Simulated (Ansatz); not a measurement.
Planning a run of Ansatz 0.2.0 on HfS2 (layers cut from the bulk crystal). The input:

```yaml
crystal:
  lattice:
    - [3.6146916318, 0.0, 0.0]
    - [-1.8073458159, 3.13041478, 0.0]
    - [0.0, 0.0, 52.1]
  atoms:
    - { symbol: S, position: [0.3333333333, 0.6666666667, 0.3613038786] }
    - { symbol: Hf, position: [0.0, 0.0, 0.3892442734] }
    - { symbol: S, position: [0.6666666667, 0.3333333333, 0.4171351214] }
    - { symbol: S, position: [0.3333333333, 0.6666666667, 0.4721230365] }
    - { symbol: Hf, position: [0.0, 0.0, 0.5] }
    - { symbol: S, position: [0.6666666667, 0.3333333333, 0.5278769635] }
    - { symbol: S, position: [0.3333333333, 0.6666666667, 0.5828648786] }
    - { symbol: Hf, position: [0.0, 0.0, 0.6107557266] }
    - { symbol: S, position: [0.6666666667, 0.3333333333, 0.6386961214] }
  periodic: [true, true, false]
kpoints:
  mp_grid: { grid: [6, 6, 1] }
hamiltonian:
  xc: pbe
  pseudopotentials: { kind: paw, azcp: { folder: soft_1 } }
scf:
  occupations: { method: fixed }
gw:
  n_empty_bands: 198
  ecut_chi: 28
  qp_bands: [v3, c3]
  qp_kpoints: band_edges
  screening: { model: contour_deformation }
```

```sh
ansatz run input.yaml --threads 4 --pin off --max-ram 17510MiB --backend cpu --events-out ev --progress --plain --runs-dir out
```

**Question.** Estimate wall time and host memory on 4 threads of Arm Neoverse V2, shared host.

It took 2.2 min; on shared hardware allow 67 s to 4.5 min. Peak host memory was 2.2 GiB. The sizes that set the cost: 11407 plane waves a state, 7 irreducible k points, 255 bands summed, 231 plane waves in the screening and 10 SCF cycles.

The screening grows as filled bands × empty bands × pairs of k points, times the square of the screening basis for the matrix.

[Paths, hosts, dates, memory and timing lines, banners, echoed tables and standing remarks are left out of the program output.]

[Logs are printed without paths, hosts, clocks, repeated set-up lines and the standing remarks that a program may print on its own settings, such as how far it seeks lower states.]

[Runs of the session that timed out or met a known fault of the program may be left out.]

[Cells called generated may have been cut or substituted from an entry of the Crystallography Open Database or the Materials Project.]

[Hosts, paths, dates, database ids (printed as entryN), source tags and the programs' standing remarks are cut or masked in the printed files.]
